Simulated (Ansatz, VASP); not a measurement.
# One calculation of Ir, two programs

File INCAR:

```
SYSTEM = Ir
PREC = Accurate
ENCUT = 520
EDIFF = 1E-6
ISMEAR = 0
SIGMA = 0.020999999999999998
LREAL = .False.
LASPH = .True.
NELM = 80
ALGO = Normal
ISIF = 2
LWAVE = .False.
LCHARG = .True.
GGA = PE
LELF = .True.
LVHAR = .True.
NBANDS = 10
```

File KPOINTS:

```
Automatic mesh
0
Gamma
  12 12 12
  0 0 0
```

File POSCAR:

```
Ir
1.0
    0.0000000000      1.9156000000      1.9156000000
    1.9156000000      0.0000000000      1.9156000000
    1.9156000000      1.9156000000      0.0000000000
Ir
1
Direct
    0.0000000000      0.0000000000      0.0000000000
```

Contents of input.yaml:

```yaml
crystal:
  lattice:
    - [0.0, 1.9156, 1.9156]
    - [1.9156, 0.0, 1.9156]
    - [1.9156, 1.9156, 0.0]
  atoms:
    - { symbol: Ir, position: [0.0, 0.0, 0.0] }
hamiltonian:
  xc: pbe
  pseudopotentials: { kind: paw }
kpoints:
  mp_grid: { grid: [12, 12, 12] }
scf:
  occupations: { method: gaussian, width: 0.021 }
output:
  forces: true
  stress: true
  eigenvalues: true
  write_density: true
  write_potential: true
  elf: true
  volumetric_format: npy
```

Alike in both runs: task single point; functional PBE; k mesh 12 × 12 × 12; occupations gaussian, width 0.021 eV; no spin polarisation.

```csv
,VASP,Ansatz
version,VASP 6.6.1,Ansatz 0.2.0
potentials or method,"VASP PAW PBE potentials, release 64 (Ir)",Ansatz PAW
plane-wave cutoff (eV),520,420
valence electrons in the cell,9,17
```

```csv
,VASP,Ansatz,Ansatz less VASP
gap on the k mesh at the Fermi level (eV),none,none,-
pressure (GPa),11.8,11.1,-0.65
```

A gap of «none» marks a metal or a gap that the smearing closes. With one functional, cell and mesh, what is left measures potentials, basis and numerics. The two sets of potentials don't hold the same shells in valence.

The runs have no spin-orbit coupling, so splittings on Ir are missing.
